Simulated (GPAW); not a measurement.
Here is a GPAW 26.7.0 calculation.

File run.py:

```python
from ase.dft.bandgap import bandgap
from ase.io import read, write
from ase.units import GPa
from gpaw import GPAW, PW

atoms = read('POSCAR')

calc = GPAW(mode=PW(600),
            xc='LDA',
            kpts={'size': (8, 8, 5), 'gamma': True},
            occupations={'name': 'fermi-dirac', 'width': 0.05},
            nbands=24,
            convergence={'density': 1e-05, 'energy': 1e-05},
            maxiter=150,
            txt='gpaw.txt')
atoms.calc = calc
energy = atoms.get_potential_energy()
forces = atoms.get_forces()
stress = atoms.get_stress()
calc.write('gs.gpw')
write('result.traj', atoms)
print(f'Energy: {energy:.6f} eV')
print('Forces (eV/A):')
print(forces.round(4))
print('Stress (GPa):', (stress / GPa).round(3))
print('Fermi level:', round(calc.get_fermi_level(), 4), 'eV')
print(f'Gap: {bandgap(calc)[0]:.4f} eV, direct: {bandgap(calc, direct=True)[0]:.4f} eV')

path = atoms.cell.bandpath('GMKGALHA,LM,KH', npoints=100, eps=1e-4)
bs_calc = calc.fixed_density(kpts=path, symmetry='off', nbands=39,
                             convergence={'bands': 'CBM+6.0', 'eigenstates': 1e-6}, txt='bands.txt')
bs = bs_calc.band_structure()
bs.write('bs.json')
print(f'Gap on the path: {bandgap(bs_calc)[0]:.4f} eV')
```

The input POSCAR:

```
ZrS2
1.0
    3.6913825498      0.0000000000      0.0000000000
   -1.8456912749      3.1968310632      0.0000000000
    0.0000000000      0.0000000000      6.0410770100
Zr S
1 2
Direct
    0.0000000000      0.0000000000      0.0000000000
    0.3333333333      0.6666666667      0.2379099700
    0.6666666667      0.3333333333      0.7620900300
```

Potentials or basis: the program's PAW data sets (release 1.2.1) made for this functional, pw.

Command:

```bash
$ OMP_NUM_THREADS=1 python run.py
```

Problem. Estimate the band gap along the path.

Solution. 0.91 eV, indirect (least direct gap 1.53 eV).

Problem. Estimate the band gap on the k mesh.

Solution. 0.94 eV, indirect (least direct gap 1.53 eV).

Problem. Estimate the largest force.

Solution. 0.342 eV/Å.

Levels at the corners of the path, in eV from the valence-band top:
| point | band 10 | band 11 | band 12 | band 13 | band 14 | band 15 |
| --- | --- | --- | --- | --- | --- | --- |
| Γ | -0.09 | -0.09 | -0.06 | 1.47 | 1.47 | 2.30 |
| M | -2.39 | -1.69 | -1.18 | 1.09 | 3.13 | 3.39 |
| K | -1.99 | -1.99 | -1.43 | 2.07 | 3.09 | 3.09 |
| Γ | -0.09 | -0.09 | -0.06 | 1.47 | 1.47 | 2.30 |
| A | -1.66 | -0.19 | -0.19 | 1.45 | 1.45 | 2.62 |
| L | -2.23 | -0.98 | -0.79 | 0.91 | 3.13 | 3.39 |
| H | -1.89 | -1.75 | -1.75 | 2.17 | 2.82 | 2.82 |
| A | -1.66 | -0.19 | -0.19 | 1.45 | 1.45 | 2.62 |
| L | -2.23 | -0.98 | -0.79 | 0.91 | 3.13 | 3.39 |
| M | -2.39 | -1.69 | -1.18 | 1.09 | 3.13 | 3.39 |
| K | -1.99 | -1.99 | -1.43 | 2.07 | 3.09 | 3.09 |
| H | -1.89 | -1.75 | -1.75 | 2.17 | 2.82 | 2.82 |

**The experiment to reproduce.**

From “Stress-Tuned Optical Transitions in Layered 1T-MX2 (M= Hf, Zr, Sn; X= S, Se) Crystals”, 2022, arxiv:2210.12074, for a bulk crystal of ZrS2: band gap 1.68 eV (indirect).

Against the measured gap of ZrS2, 1.68 eV (indirect; quoted in “Stress-Tuned Optical Transitions in Layered 1T-MX2 (M= Hf, Zr, Sn; X= S, Se) Crystals”, 2022, arxiv:2210.12074), the calculated 0.91 eV is off by -0.77 eV. Spin-orbit coupling on Zr is left out. The value is that of LDA, without temperature or zero-point motion. Semilocal functionals fall short of measured gaps as a rule. The cell is a database's relaxed one, not the measured one, which moves gaps too.
